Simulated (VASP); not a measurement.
# SiC (Moissanite) (P6_3mc) in VASP: single point with PBE

Aim: the single point of SiC (Moissanite) with PBE.

All numbers are computed with VASP 6.6.1; they aren't measurements. Logs are shortened: lines on timing, memory, paths and dates and some standing lists are left out, and cuts for length are marked.

### Step 1. The crystal as given

Symmetry: P6_3mc, No. 186, hexagonal system. The conventional cell has a = 3.076 Å, b = 3.076 Å, c = 5.048 Å, α = 90.00°, β = 90.00°, γ = 120.00°. Si (site symmetry 3m) is surrounded by 4 C at 1.87 to 1.94 Å. Around C (site symmetry 3m) lie 4 Si at 1.87 to 1.94 Å.

### Step 2. Single point, PBE

INCAR reads:

```
PREC = Accurate
ENCUT = 520
EDIFF = 1E-7
ISMEAR = 0
SIGMA = 0.015
LREAL = False
LASPH = True
NELM = 100
ALGO = Fast
ISIF = 2
LWAVE = False
LCHARG = False
GGA = PE
```

KPOINTS reads:

```
regular mesh
0
Gamma
  10 10 5
```

POSCAR reads:

```
SiC
1.0
    3.0760000000      0.0000000000      0.0000000000
   -1.5380000000      2.6638941420      0.0000000000
    0.0000000000      0.0000000000      5.0480000000
Si C
2 2
Direct
    0.6666666667      0.3333333333      0.5000000000
    0.3333333333      0.6666666667      0.0000000000
    0.6666666667      0.3333333333      0.8850000000
    0.3333333333      0.6666666667      0.3850000000
```

Potentials or basis: VASP PAW PBE potentials, release 64 (Si, C).

Started as:

```
> cat potpaw_PBE.64/Si/POTCAR potpaw_PBE.64/C/POTCAR > POTCAR
> mpirun -np 1 vasp_std > vasp.out
```

OUTCAR:

```text
PREC = Accurate
   ENCUT = 520
   EDIFF = 1E-7
   ISMEAR = 0
   LREAL = False
   LASPH = True
   NELM = 100
   ISIF = 2
   GGA = PE

 ion  position               nearest neighbor table
   1  0.667  0.333  0.500-   4 1.87   4 1.87   4 1.87   3 1.94   2 3.09   2 3.09   2 3.09   2 3.09
                             2 3.09   2 3.09
   2  0.333  0.667  0.000-   3 1.87   3 1.87   3 1.87   4 1.94   1 3.09   1 3.09   1 3.09   1 3.09
                             1 3.09   1 3.09
   3  0.667  0.333  0.885-   2 1.87   2 1.87   2 1.87   1 1.94
   4  0.333  0.667  0.385-   1 1.87   1 1.87   1 1.87   2 1.94

  LATTYP: Found a hexagonal cell.
 ALAT       =     3.0760000000
 C/A-ratio  =     1.6410923277

  Lattice vectors:

 A1 = (   3.0760000000,   0.0000000000,   0.0000000000)
 A2 = (  -1.5380000000,   2.6638941420,   0.0000000000)
 A3 = (   0.0000000000,   0.0000000000,   5.0480000000)

Analysis of symmetry for initial positions (statically):
=====================================================================
 Subroutine PRICEL returns:
 Original cell was already a primitive cell.

 Routine SETGRP: Setting up the symmetry group for a
 hexagonal supercell.

 Subroutine GETGRP returns: Found 12 space group operations
 (whereof  6 operations were pure point group operations)
 out of a pool of 24 trial point group operations.

The static configuration has the point symmetry C_3v.
 The point group associated with its full space group is C_6v.

Analysis of symmetry for dynamics (positions and initial velocities):
=====================================================================
 Subroutine PRICEL returns:
 Original cell was already a primitive cell.

 Routine SETGRP: Setting up the symmetry group for a
 hexagonal supercell.

 Subroutine GETGRP returns: Found 12 space group operations
 (whereof  6 operations were pure point group operations)
 out of a pool of 24 trial point group operations.

The dynamic configuration has the point symmetry C_3v.
 The point group associated with its full space group is C_6v.

 Subroutine INISYM returns: Found 12 space group operations
 (whereof  6 operations are pure point group operations),
 and found     1 'primitive' translations

----------------------------------------------------------------------------------------

                                     Primitive cell

  volume of cell :      41.3640

[... 104 lines left out ...]
   NUPDOWN=      -1.0000    fix difference up-down
   EMIN   =  10.00;   EMAX   =-10.00  energy-range for DOS
   EFERMI =   0.00;   METHOD = LEGACY
   ISMEAR =     0;   SIGMA  =   0.01  broadening in eV -4-tet -1-fermi 0-gaus
   EFERMI_NEDOS =   21; number of points for ismear=-14 and -15
   IALGO  =     68    algorithm
   IMIX   =      4    mixing-type and parameters
     AMIX     =   0.40;   BMIX     =  1.00
     AMIX_MAG =   1.60;   BMIX_MAG =  1.00
  volume/ion in A,a.u.               =      10.34        69.78
  Fermi-wavevector in a.u.,A,eV,Ry     =   1.192817  2.254098 19.358549  1.422813
  Thomas-Fermi vector in A             =   2.328847
   LORBIT       =      0    0 simple, 1 ext, 2 COOP (PROOUT), +10 PAW based schemes
   GGA     = PE    functional components
   LHFCALC =     F    Hartree Fock is set to
   AEXX    =    0.0000 exact exchange contribution
   IVDW    =     0    specifies the selected vdW correction
   LEPSILON=     F    determine dielectric tensor
   LRPA    =     F    only Hartree local field effects (RPA)
 non-spin polarized calculation
 RMM-DIIS sequential band-by-band and
 Gauss-broadening in eV      SIGMA  =   0.01
  energy-cutoff  :      520.00
  volume of cell :       41.36
 maximum number of plane-waves:      1132
 NGX is ok and might be reduce to    24
   NGX = 11   NGY = 11   NGZ = 19

 number of electron      16.0000000 magnetization

 Free energy of the ion-electron system (eV)
  ---------------------------------------------------
  ext. energy  EPLUGINS =         0.00000000
  ---------------------------------------------------
  free energy    TOTEN  =       -30.06707780 eV

  energy without entropy =      -30.06707780  energy(sigma->0) =      -30.06707780

 E-fermi :   8.4697     XC(G=0): -11.3484

 val. band max:        8.4096609770   @ k =   0.0000   0.0000   0.0000
 cond. band min:      10.8892271622   @ k =   0.3000   0.3000   0.0000
 fundamental gap:      2.4795661852
 Fermi energy:         8.4697205541

 k-point     1 :       0.0000    0.0000    0.0000
  band No.  band energies     occupation
      1      -7.3150      2.00000
      2      -3.8127      2.00000
      3      -0.2830      2.00000
      4       6.8535      2.00000
      5       6.8535      2.00000
      6       8.1340      2.00000
      7       8.1340      2.00000
      8       8.4097      2.00000
      9      13.0346      0.00000
     10      14.4355      0.00000
     11      14.9152      0.00000
     12      14.9152      0.00000
[... 331 lines left out ...]
 k-point    24 :       0.4000    0.1000    0.2000
  band No.  band energies     occupation
      1      -3.9575      2.00000
      2      -2.4398      2.00000
      3       0.1143      2.00000
      4       1.5913      2.00000
      5       3.6622      2.00000
      6       4.4739      2.00000
      7       5.8584      2.00000
      8       6.2075      2.00000
      9      12.0160      0.00000
     10      12.2844      0.00000
     11      15.2402      0.00000
     12      15.5813      0.00000

 [... further k-points ...]

------------------------ aborting loop because EDIFF is reached ----------------------------------------

  FORCE on cell =-STRESS in cart. coord.  units (eV):
  Direction    XX          YY          ZZ          XY          YZ          ZX
  --------------------------------------------------------------------------------------
  -------------------------------------------------------------------------------------
  Total        1.3560025      1.3560025      0.1067133     -0.0000000      0.0000000     -0.0000000
  in kB       52.5228681     52.5228681      4.1333892     -0.0000000      0.0000000     -0.0000000
  external PRESSURE =      36.3930418 kB  Pullay stress =       0.0000000 kB

 VOLUME and BASIS-vectors are now :
 -----------------------------------------------------------------------------
  energy-cutoff  :      520.00
  volume of cell :       41.36
      direct lattice vectors                 reciprocal lattice vectors
     3.076000000  0.000000000  0.000000000     0.325097529  0.187695146  0.000000000
    -1.538000000  2.663894142  0.000000000     0.000000000  0.375390292  0.000000000
     0.000000000  0.000000000  5.048000000     0.000000000  0.000000000  0.198098257

 POSITION                                       TOTAL-FORCE (eV/Angst)
 -----------------------------------------------------------------------------------
      1.53800      0.88796      2.52400        -0.000000      0.000000      0.752758
     -0.00000      1.77593      0.00000         0.000000     -0.000000      0.752758
      1.53800      0.88796      4.46748         0.000000     -0.000000     -0.752758
     -0.00000      1.77593      1.94348        -0.000000      0.000000     -0.752758
 -----------------------------------------------------------------------------------
    total drift:                                0.000000      0.000000     -0.000194

  FREE ENERGIE OF THE ION-ELECTRON SYSTEM (eV)
  ---------------------------------------------------
  free  energy   TOTEN  =       -30.0670778049 eV

  energy  without entropy=      -30.0670778049  energy(sigma->0) =      -30.06707780
```

OSZICAR:

```text
N       E                     dE             d eps       ncg     rms          rms(c)
DAV:   1     0.356309623195E+02    0.35631E+02   -0.74033E+03  1008   0.120E+03
DAV:   2    -0.307837012446E+02   -0.66415E+02   -0.61061E+02  1464   0.187E+02
DAV:   3    -0.337765921540E+02   -0.29929E+01   -0.29800E+01  1324   0.403E+01
DAV:   4    -0.338107417250E+02   -0.34150E-01   -0.34113E-01  1260   0.508E+00
[... 11 lines left out ...]
RMM:  16    -0.300670778104E+02    0.19685E-05   -0.13256E-05  1159   0.229E-02    0.160E-03
RMM:  17    -0.300670780997E+02   -0.28932E-06   -0.16893E-06  1210   0.110E-02    0.261E-03
RMM:  18    -0.300670778876E+02    0.21214E-06   -0.13291E-07   797   0.328E-03    0.131E-03
RMM:  19    -0.300670777388E+02    0.14881E-06   -0.19630E-07   741   0.276E-03    0.434E-04
RMM:  20    -0.300670778049E+02   -0.66148E-07   -0.41077E-08   666   0.134E-03
   1 F= -.30067078E+02 E0= -.30067078E+02  d E =-.184514E-11
```

stdout:

```text
POSCAR found type information on POSCAR SiC
 POSCAR found :  2 types and       4 ions
 scaLAPACK will be used
 LDA part: xc-table for (Slater+PW92), standard interpolation
 POSCAR, INCAR and KPOINTS ok, starting setup
 FFT: planning ... GRIDC
 FFT: planning ... GRID_SOFT
 FFT: planning ... GRID
 WAVECAR not read
 entering main loop
```

Run time: 11 s. Hardware: 1 thread of Intel Xeon 6975P-C (Granite Rapids), shared host; peak memory 0.15 GiB.

What came out:

| Quantity | Value |
| --- | --- |
| Free energy | -30.0671 eV |
| Pressure | 3.6 GPa |
| Largest force | 0.753 eV/Å |
| Band gap on the k mesh | 2.48 eV, indirect (least direct gap 4.08 eV) |

Forces in eV/Å, atoms in the order of the input:
```
Si   0.000  0.000  0.753
Si   0.000  0.000  0.753
C    0.000  0.000 -0.753
C    0.000  0.000 -0.753
```

Caveat: an odd mesh through Γ misses points on the zone boundary, where band edges often lie.

### Step 3. For comparison

An earlier run on the cell as given: functional PBEsol; potentials or basis VASP PAW PBE potentials, release 64 (Si, C); cutoff 520 eV; k mesh 10 × 10 × 5; occupations fermi-dirac, width 0.05 eV; no spin polarisation.

- Pressure: 0.6 GPa
- Largest force: 0.751 eV/Å
- Band gap on the k mesh: 2.32 eV, indirect (least direct gap 3.96 eV)
